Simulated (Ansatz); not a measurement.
HfO2:

```
Hf O
1.0
     0.00000    2.55750    2.55750
     2.55750    0.00000    2.55750
     2.55750    2.55750    0.00000
Hf O
1 2
Direct
  0.00000 0.00000 0.00000
  0.75000 0.75000 0.75000
  0.25000 0.25000 0.25000
```

Measurements of this composition are mostly on another form, of space group No. 14.

| Quantity | Value |
| --- | --- |
| Program | Ansatz 0.2.0 |
| Task | relaxation of cell and atoms |
| Functional | PBEsol |
| Dispersion | D3(BJ) |
| Potentials or basis | Ansatz PAW |
| Cutoff | 420 eV (not typed: the program's choice for these potentials) |
| k mesh | 9 × 9 × 9 |
| Occupations | fermi-dirac, width 0.05 eV |
| Spin | no spin polarisation |

At the start: volume 11.15 Å³/atom.

**Question.** Where does the relaxation end?

**Answer.** It ends after 7 steps and the volume is 10.55 Å³/atom (-5.4 %); space group Fm-3m (No. 225, to 0.05 Å).

The path:
```
step  energy change (eV)  largest force (eV/Å)  volume (Å³)
   1              0.0000                0.0000        33.46
   2             -0.0841                0.0000        31.28
   3             -0.0863                0.0000        31.74
   4             -0.0866                0.0000        31.71
   5             -0.0790                0.0000        31.71
   6             -0.0793                0.0000        31.66
   7             -0.0789                0.0000        31.66
```

Final structure:
```cif
data_structure
_symmetry_space_group_name_H-M 'P 1'
_symmetry_Int_Tables_number 1
_cell_length_a 3.5509
_cell_length_b 3.5509
_cell_length_c 3.5509
_cell_angle_alpha 60.000
_cell_angle_beta 60.000
_cell_angle_gamma 60.000
_cell_volume 31.66
loop_
_atom_site_label
_atom_site_type_symbol
_atom_site_fract_x
_atom_site_fract_y
_atom_site_fract_z
_atom_site_occupancy
Hf1 Hf 0.00000 0.00000 0.00000 1
O1 O 0.75000 0.75000 0.75000 1
O2 O 0.25000 0.25000 0.25000 1
```

Caveat: the plane-wave basis is chosen anew once the cell has moved, so the energies of steps on either side of that aren't comparable; the pressure holds a Pulay correction of +1.0 GPa for the finite cutoff; the PAW data sets come from PBE, with cores solved anew for the run's functional, which leaves a small shift of forces and pressure.
